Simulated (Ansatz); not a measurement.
# GaSb: how the settings move a single-point run

How sensitive is a single-point run of GaSb to its settings? A reference run comes first, then two runs with altered input.

The COD entry's cell or inner coordinates are ideal or old and differ from later refinements, so a difference from it is no clean test against experiment.

Computed with Ansatz 0.2.0 (reference: DFT, PBE, PAW with Ansatz's default frozen-core files, fully relativistic files with spin-orbit coupling, unless a step's input says otherwise).

## 1. The system as given

The structure is cubic, space group F-43m (No. 216). Conventional cell: a = 6.118 Å, b = 6.118 Å, c = 6.118 Å, α = 90.00°, β = 90.00°, γ = 90.00°. Ga (site symmetry -43m) is surrounded by 4 Sb at 2.65 Å. Sb (site symmetry -43m) has 4 Ga at 2.65 Å in its first shell of neighbours.

As a file:

```xyz
2
Lattice="0.0000 3.0590 3.0590 3.0590 0.0000 3.0590 3.0590 3.0590 0.0000" Properties=species:S:1:pos:R:3 pbc="T T T"
Ga    0.0000    0.0000    0.0000
Sb    4.5885    4.5885    4.5885
```

## 2. Reference

File input.yaml:

```yaml
crystal:
  lattice:
    - [0.0, 3.059, 3.059]
    - [3.059, 0.0, 3.059]
    - [3.059, 3.059, 0.0]
  atoms:
    - { symbol: Ga, position: [0.0, 0.0, 0.0] }
    - { symbol: Sb, position: [0.75, 0.75, 0.75] }
kpoints:
  mp_grid: { grid: [12, 12, 12] }
  band_path:
    path:
      - [0.0, 0.0, 0.0]
      - [-0.5, -0.5, 0.0]
      - [-0.375, -0.375, 0.25]
      - [-0.375, 0.0, 0.375]
      - [0.0, 0.0, 0.0]
      - [0.0, 0.0, 0.5]
      - [-0.5, -0.25, 0.25]
      - [-0.5, -0.5, 0.0]
    npoints: 5
scf:
  occupations: { method: fermi_dirac, width: 0.08 }
hamiltonian:
  xc: pbe
  pseudopotentials: { kind: paw_fr }
output:
  forces: true
  stress: true
  eigenvalues: true
  efg: { contact_densities: true }
magnetization:
  noncollinear: true
  spin_orbit: true
```

Command:

```bash
> ansatz run input.yaml --threads 1 --pin off --max-ram 2048MiB --backend cpu --events-out ev --progress --plain --runs-dir out
```

From the output:

```text
[...]
Basis set: ecut = 420 eV, 1139 PW (Γ), exchange–correlation on 60×60×60 points (8 copies of the dense FFT grid, shifted against one another)
[...]
Magnetic group: BNS 216.75 (UNI 1577), of the structure as read, at distance tolerance 3.9e-5 Å
k-points: 72 of 1728 (time reversal used)
[...]
SCF iter   1: F=—  HF=-10270.371301 eV  |F-HF|=—  |Δ(HF+E_count)|=         —  Δρ=2.82e-2  dr2=3.66e-1  dr2_m=0.00e0 (ungated)  ethr=3.10e-3  |M|=0.00e0 ∫|m|=0.00e0 μB  |m|>n=0.0e0 m-floor=0.0e0 τ_xc=0.0e0  β_m=0.30  ⟨swp⟩=8.9  Hψ=13908  notcnv=0  defer=13
preconditioner: auto → Kerker (q_TF=auto, 2.422 Å⁻¹)  [metal: Δε(μ)=0.168 eV  Ē_g=14.763 eV  σ=0.080 eV  W_gap=0.43  n_scr=14 (ndim 8)  ℏωp=20.8 eV  f_vac=0.007  D(μ)=0.04/eV (n_scr^D=0)]
[...]
SCF iter   2: F=—  HF=-10270.347298 eV  |F-HF|=—  |Δ(HF+E_count)|=   2.40e-2  Δρ=2.18e-2  dr2=2.45e-1  dr2_m=0.00e0 (ungated)  ethr=1.31e-3  |M|=0.00e0 ∫|m|=0.00e0 μB  |m|>n=0.0e0 m-floor=0.0e0 τ_xc=0.0e0  β_m=0.64  ⟨swp⟩=1.1  Hψ=3175  notcnv=0  defer=21
[...]
SCF iter   8: F=—  HF=-10270.314365 eV  |F-HF|=—  |Δ(HF+E_count)|=   2.78e-5  Δρ=2.32e-5  dr2=3.28e-7  dr2_m=0.00e0 (ungated)  ethr=1.84e-8  |M|=0.00e0 ∫|m|=0.00e0 μB  |m|>n=0.0e0 m-floor=0.0e0 τ_xc=0.0e0  β_m=0.95  ⟨swp⟩=2.0  Hψ=3177  notcnv=0  defer=119
SCF iter   9: F=-10270.314366 eV  HF=-10270.314366 eV  |F-HF|=8.71e-8  |Δ(HF+E_count)|=   1.11e-6  Δρ=6.73e-6  dr2=5.48e-8  dr2_m=0.00e0 (ungated)  ethr=3.57e-10  |M|=0.00e0 ∫|m|=0.00e0 μB  |m|>n=0.0e0 m-floor=0.0e0 τ_xc=0.0e0  ⟨swp⟩=10.3  Hψ=11412  notcnv=0
[...]
SCF converged after 9 iterations
Magnetization: |M| = 0.0000 μB,  M = (+0.0000, +0.0000, +0.0000) μB
[...]
Free energy (F): -10270.314366 eV
[...]
E sigma→0 (E₀):  -10270.313887 eV
[...]
Fermi energy:    7.959882 eV
[...]
  P = ⅓ Tr σ = 2.3683 GPa (23.683 kbar)
[...]
```

Run time: 58 s. Hardware: 1 thread of Arm Neoverse V2, shared host; peak memory 0.71 GiB.

## 3. A run with other settings

Changes to input.yaml since step 2:

```diff
@@ -8,2 +8,3 @@
     - { symbol: Sb, position: [0.75, 0.75, 0.75] }
+  symmetry: { detect: false }
 kpoints:
@@ -24,3 +25,3 @@
 hamiltonian:
-  xc: pbe
+  xc: lda
   pseudopotentials: { kind: paw_fr }
```

Command:

```bash
> ansatz run input.yaml --threads 1 --pin off --max-ram 2048MiB --backend cpu --events-out ev --progress --plain --runs-dir out
```

The program printed:

```text
Engine: ansatz 0.2.0
Pseudopotentials: kind: paw_fr
Pseudopotential: Ga, paw_fr, valence charge 13, recommended cutoff 420 eV (normal)#standard-fr
Pseudopotential: Sb, paw_fr, valence charge 15, recommended cutoff 420 eV (normal)#standard-fr
Functional definition: SPW92
  exchange = slater_x
  correlation = pw_c
non-collinear run that drives no moment, with spin-orbit: no starting moment large enough to seed its density (crystal.atoms[].spin), no starting occupations that ask for one, no magnetisation constraint and no magnetic field, so the semilocal B_xc is pinned to zero
name one with --spill-dir DIR, on a local disk that has 946.4 MiB free on top of a fifth of its size, which is kept free (a 1 TiB disk: 205.73 GiB free)
with nothing else changed it takes a maximum of at least 2.57 GiB, with nothing to spare, and 2.82 GiB leaves up to a tenth: --max-ram 2.82GiB where that set the maximum, else more of the term that did, and with no share typed, where 2.82 GiB is over 0.88 of the host's memory or its container's limit, a share of 0.88 or more that holds the maximum too (--max-ram-frac F), where one does; The budget is ten elevenths of this run's memory maximum, which was set by `override`, `--max-ram`. Only more of that lifts it, as far as the next of its terms, where there is one: `probe`, the memory found free on the host or within its container's limit (plus what this process already holds); `hard-limit-fraction`, `--max-ram-frac`'s share of the host's memory or its container's limit, at most the whole. Or run on fewer --threads (every phase holds memory for each worker), or reduce the deck (k-points, bands, cutoff, basis.xc_grid; a resume cannot: its deck is fixed); --dry-run prints the memory plan (there is none under scf.eigensolver.kind: dense, nor of a phonons: deck that is refused for the q-mesh of its integrals; under relax.cell it leaves out what runs after the relaxation; the manual's page Python interface lists what else it leaves out, under The engine at run.memory_plan())
```

It took 6 s on 1 thread of Arm Neoverse V2, shared host; peak memory 0.41 GiB.

## 4. Reading the log

The run ended at the input check. It says: «memory limit exceeded: the `cold-start seed` phase needs 2.56 GiB against the run's memory maximum of 2.00 GiB; largest carriers: wavefunctions 2.07 GiB, unmodelled-tail allowance 0.28 GiB, plane-wave basis 0.12 GiB ...»

The memory limit is under what the program plans for this job. It asks for 2.56 GiB, and 2.00 GiB are there.

Remedy: raise the memory limit.

## 5. Variant: mixing.algorithm broyden, mixing.beta 0.9, accuracy medium

Changes to input.yaml since step 2:

```diff
@@ -23,2 +23,3 @@
   occupations: { method: fermi_dirac, width: 0.08 }
+  mixing: { algorithm: broyden, beta: 0.9 }
 hamiltonian:
@@ -31,2 +32,6 @@
   efg: { contact_densities: true }
+  write_density: true
+  write_potential: true
+  elf: true
+  volumetric_format: npy
 magnetization:
@@ -34 +39,2 @@
   spin_orbit: true
+accuracy: medium
```

Command:

```bash
> ansatz run input.yaml --threads 1 --pin off --max-ram 2048MiB --backend cpu --events-out ev --progress --plain --runs-dir out
```

The program printed, cut to the lines that bear on the results:

```text
[...]
Pseudopotentials: kind: paw_fr
Pseudopotential: Ga, paw_fr, valence charge 13, recommended cutoff 420 eV (normal)#standard-fr
Pseudopotential: Sb, paw_fr, valence charge 15, recommended cutoff 420 eV (normal)#standard-fr
Functional definition: PBE
[...]
non-collinear run that drives no moment, with spin-orbit: no starting moment large enough to seed its density (crystal.atoms[].spin), no starting occupations that ask for one, no magnetisation constraint and no magnetic field, so the semilocal B_xc is pinned to zero
Crystal: 2 atoms, lattice volume = 57.249 Å³
Basis set: ecut = 420 eV, 1139 PW (Γ), exchange–correlation on 60×60×60 points (8 copies of the dense FFT grid, shifted against one another)
Bands: 36, of which v1, the nominal top of the filled ones, is band 28 counted from 1 (27 counted from 0)
Symmetry: 24 space group operations + 24 with time reversal
[...]
Free energy (F): -10270.314366 eV
[...]
E sigma→0 (E₀):  -10270.313887 eV
Entropy (-TS):   -0.000958 eV (-0.479 meV/atom)
Fermi energy:    7.959915 eV
[...]
--- Forces (eV/Å), atoms counted from 1 ---
  atom   1  Ga    -0.00000000    -0.00000000    -0.00000000
  atom   2  Sb     0.00000000    -0.00000000    -0.00000000
[...]
--- Stress (GPa, compression-positive) ---
        2.368211       0.000000      -0.000000
       -0.000000       2.368211       0.000000
        0.000000       0.000000       2.368211
  P = ⅓ Tr σ = 2.3682 GPa (23.682 kbar)
--- PAW observables at the nuclei: V_zz in 10²¹ V/m², potentials from the cell's mean, atoms counted from 1 ---
  atom   1  Ga V_zz =    +0.000000   η = 0.0000   by run symmetry: forbidden
            electrostatic potential = -4131.382802 V   contact ρ = 187552.078802 e/Å³
  atom   2  Sb V_zz =    +0.000000   η = 0.0000   by run symmetry: forbidden
            electrostatic potential = -8414.558921 V   contact ρ = 1353897.741748 e/Å³
--- Band table (eV; the first three rows and the last of 72) ---
[...]
```

Wall time 88 s (1 thread of Arm Neoverse V2, shared host); peak memory 0.71 GiB.

Same state: the changed mixing leaves the energy within 0.5 meV/atom.

## 6. Comparison

| run | ending | energy change | pressure (GPa) | gap (eV) | force (eV/Å) | cycles | time |
| --- | --- | --- | --- | --- | --- | --- | --- |
| reference | converged | 0 | 2.4 | 0.00 | 0.00 | 9 | 58 s |
| 1: symmetry.detect false, xc lda | refused | - | - | - | - | - | 6 s |
| 2: mixing.algorithm broyden, mixing.beta 0.9, accuracy medium | converged | 0.0 meV/atom | 2.4 | 0.00 | 0.00 | 11 | 88 s |

Times don't compare one to one where runs were asked for different outputs or read a saved state (see the inputs); cycles may leave out searches for a lower state.

Residual by cycle in the longest SCF loop of each run; runs are numbered as in the table. The quantity is the density residual dr2, in eV.

| cycle | reference | run 2 |
| --- | --- | --- |
| 1 | 0.366 | 0.366 |
| 2 | 0.245 | 0.079 |
| 3 | 0.0188 | 0.0118 |
| 4 | 0.00625 | 0.00566 |
| 5 | 0.0016 | 0.00135 |
| 6 | 1.1e-4 | 5.7e-5 |
| 7 | 5.1e-6 | 2.4e-6 |
| 8 | 3.3e-7 | 2.2e-7 |
| 9 | 5.5e-8 | 5.6e-8 |
| 10 | - | 8.8e-8 |
| 11 | - | 2.7e-10 |

**Reading.** «mixing.algorithm broyden, mixing.beta 0.9, accuracy medium» leaves the energy as it was. Semilocal functionals close small gaps, so the missing gap need not be the real solid's. 1 of the 2 altered inputs did not end normally.
